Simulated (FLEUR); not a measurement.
Runs of FLEUR MaX-R8.1 (later development tree) on CdS (Hawleyite). Symmetry: F-43m, No. 216, cubic system. Conventional cell: a = 5.833 Å, b = 5.833 Å, c = 5.833 Å, α = 90.00°, β = 90.00°, γ = 90.00°. Around Cd (site symmetry -43m) lie 4 S at 2.53 Å. S (site symmetry -43m) is surrounded by 4 Cd at 2.53 Å. 

```csv
task,level,gmax,muffin-tin radii,max iterations,mixing factor,mixer,kmax,gap on the mesh (eV),V0 of scaled cells (Å³/atom),B0 (GPa)
equation of state,PBE,14 1/bohr,"Cd 2.45, S 1.84 bohr",-,-,-,4.51 1/bohr,-,26.04,(a)
band structure,r2SCAN,16.1 1/bohr,"Cd 2.53, S 1.89 bohr",60,0.05,Anderson,5.19 1/bohr,1.60,-,-
single point,PBE,14 1/bohr,"Cd 2.45, S 1.84 bohr",60,0.05,Anderson,4.51 1/bohr,1.14,-,-
equation of state,PW91,14 1/bohr,"Cd 2.45, S 1.84 bohr",-,-,-,4.51 1/bohr,-,25.90,(b)
band structure,PW91,13.6 1/bohr,"Cd 2.53, S 1.89 bohr",60,0.05,Anderson,4.39 1/bohr,1.11,-,-
```

Alike in all rows: potentials or basis all-electron, FLAPW; no spin polarisation; cell as given; k mesh 8 × 8 × 8; smearing fermi-dirac 0.05 eV.

**Question.** Fill in the values left out.

**Answer.** (a) 53; (b) 52.

Caveats: the plane-wave cutoff is short for the semicore states, which can make moduli rough (some runs); the meta-GGA is that of a development version, with a GGA for the radial functions and cores and without core tails (some runs).

A k mesh can miss the band edges, and the runs leave out spin-orbit coupling on Cd.

Not every run made on this cell is shown here.
